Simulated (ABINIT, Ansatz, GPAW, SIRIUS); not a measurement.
# Pb: 4 runs at one level of theory

```
CELL_PARAMETERS angstrom
3.48000 0.00000 0.00000
-1.74000 3.01377 0.00000
0.00000 0.00000 5.59000
ATOMIC_POSITIONS crystal
Pb 0.66667 0.33333 0.75000
Pb 0.33333 0.66667 0.25000
```

This isn't the form of Pb at room conditions, which is fcc.

Alike in all runs: task single point; functional PBEsol; k mesh 9 × 9 × 5; occupations fermi-dirac, width 0.05 eV; no spin polarisation; no spin-orbit coupling. Pressure is positive in compression and, in plane waves, holds the error of the finite cutoff.

```
                                        program and potentials  plane-wave cutoff (eV)  notes  pressure (GPa)
               ABINIT, PseudoDojo NC SR PBEsol v0.4.1 standard                     762      -            1.11
SIRIUS, PseudoDojo 0.4.1 PBEsol standard (scalar relativistic)                     765      -            1.11
             GPAW, PAW data sets generated for this functional                     600      -            0.75
                Ansatz, all-electron LAPW, scalar-relativistic                       -      -            1.07
```

The pressure spans 0.75 (GPAW, PAW data sets generated for this functional) to 1.11 GPa (ABINIT, PseudoDojo NC SR PBEsol v0.4.1 standard), with all-electron results at 1.07.

The functional is the same throughout but for its coding, so the spread measures potentials, basis and numerics; runs on potential files found faulty are left out.
